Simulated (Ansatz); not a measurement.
Two G0W0 runs on RbCl (Fm-3m).

```xyz
2
Lattice="0.0000 3.2895 3.2895 3.2895 0.0000 3.2895 3.2895 3.2895 0.0000" Properties=species:S:1:pos:R:3 pbc="T T T"
Rb    0.0000    0.0000    0.0000
Cl    3.2895    3.2895    3.2895
```

The cell and positions come from the Crystallography Open Database and are kept as given unless a step says otherwise.

The first (Ansatz 0.2.0; start PBE, 4×4×4 mesh, 457 empty bands, screening to 200 eV, PAW set soft_1 files; 1 × NVIDIA GB200 (shared by 2 runs) with 24 threads of Arm Neoverse V2, shared host) gave, on its mesh: starting gap 5.00 eV, G0W0 gap 7.74 eV, RPA ε∞ (mean) 2.19, 4.7 s.

The second gave: starting gap 5.00 eV, G0W0 gap 7.39 eV, RPA ε∞ (mean) 2.19, 2.5 s.

Question: What was changed in the input? Choose among start, files, mesh, bands and cutoff, frequency model or another key.

Changed: empty bands from 457 to 75 and screening cutoff (eV) from 200.0 to 60. The starting gap stayed, which rules out the functional and points to the GW step. Other changes could give like numbers; this is the one that was made.

Limits: not at the basis limit; no spin-orbit coupling.

[Paths, hosts, dates, memory and timing lines, banners, echoed tables and standing remarks are left out of the program output.]

[Logs are printed without paths, hosts, clocks, repeated set-up lines and the standing remarks that a program may print on its own settings, such as how far it seeks lower states.]

[Runs of the session that timed out or met a known fault of the program may be left out.]

[Cells called generated may have been cut or substituted from an entry of the Crystallography Open Database or the Materials Project.]

[Hosts, paths, dates, database ids (printed as entryN), source tags and the programs' standing remarks are cut or masked in the printed files.]
